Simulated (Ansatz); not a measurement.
Method: DFT PBE, scalar-relativistic, plane waves, PAW in Ansatz. All cells share a 420 eV cutoff and Γ-centred k meshes spaced at most about 0.3 Å⁻¹ (about 0.25 or finer for metals, 2π included). No spin polarisation.

Each guess is relaxed in cell and atoms at zero pressure, on a coarse mesh first where it starts far from rest and then on a converged one. The steps can't lower the symmetry of the start, but it can rise. Energies are static (0 K, no zero-point motion).

Two unrelaxed guesses for Al5N:

A.

```yaml
crystal:
  lattice:
    - [4.83331, 0.00000, 0.00000]
    - [0.00000, 4.83331, 0.00000]
    - [0.00000, 0.00000, 4.07629]
  atoms:
    - { symbol: Al, position: [0.27278, 0.27278, 0.16005] }
    - { symbol: Al, position: [0.72722, 0.72722, 0.16005] }
    - { symbol: Al, position: [0.72722, 0.27278, 0.16005] }
    - { symbol: Al, position: [0.27278, 0.72722, 0.16005] }
    - { symbol: Al, position: [0.00000, 0.00000, 0.91365] }
    - { symbol: N, position: [0.00000, 0.00000, 0.45403] }
```

B.

```yaml
crystal:
  lattice:
    - [4.25576, 0.00000, 0.00000]
    - [-2.12788, 3.68560, 0.00000]
    - [0.00000, 0.00000, 6.29202]
  atoms:
    - { symbol: Al, position: [0.47120, 0.00000, 0.00000] }
    - { symbol: Al, position: [0.00000, 0.47120, 0.00000] }
    - { symbol: Al, position: [0.52880, 0.52880, 0.00000] }
    - { symbol: Al, position: [0.33333, 0.66667, 0.38616] }
    - { symbol: Al, position: [0.66667, 0.33333, 0.61384] }
    - { symbol: N, position: [0.00000, 0.00000, 0.50000] }
```

**Question.** Do they relax into the same structure? If not, which is lower?

**Answer.** No. A ends lower, by 278 meV/atom. A: P4mm at 15.9 Å³/atom → P4mm at 22.3 Å³/atom; B: P321 at 16.4 Å³/atom → P-62m at 14.9 Å³/atom. Counting Al atoms around N (those within 1.25 times the shortest such distance or 1.15 times the sum of covalent radii; a plus sign parts nearer from farther groups; the shortest distance is added where it is long for a bond), the end of A has N 1+4 and the end of B has N 6+6 from 2.6 Å. End of A. Conventional cell: a = 5.281 Å, c = 4.789 Å. Around Al on a site of symmetry m lie 1 N at 2.08 Å and 5 Al at 2.61–2.70 Å; around Al on a site of symmetry 4mm lies 1 N at 1.86 Å; around N lie 1 Al at 1.86 Å and 4 Al at 2.08 Å. End of B. Conventional cell: a = 4.963 Å, c = 4.178 Å. Around Al on a site of symmetry m2m lie 2 N at 2.60 Å, 6 Al at 2.67–2.70 Å and 4 Al at 2.97 Å; Al on a site of symmetry -6 has 6 Al at 2.70 Å, 3 N at 2.87 Å and 3 Al at 2.87 Å; N is surrounded by 6 Al at 2.60 Å and 6 Al at 2.87 Å.

Cells without such a test can be saddle points. Shaken at random and relaxed again, the end of B falls into a cell with space group P1 (No. 1), 0.59 eV/atom lower and the lowest form computed, so it is a saddle point or a shallow minimum. Even the lowest of the cells shown lies +0.26 eV/atom against the elements. Some types were kept out of the candidates beforehand, so the set may lack a known form.
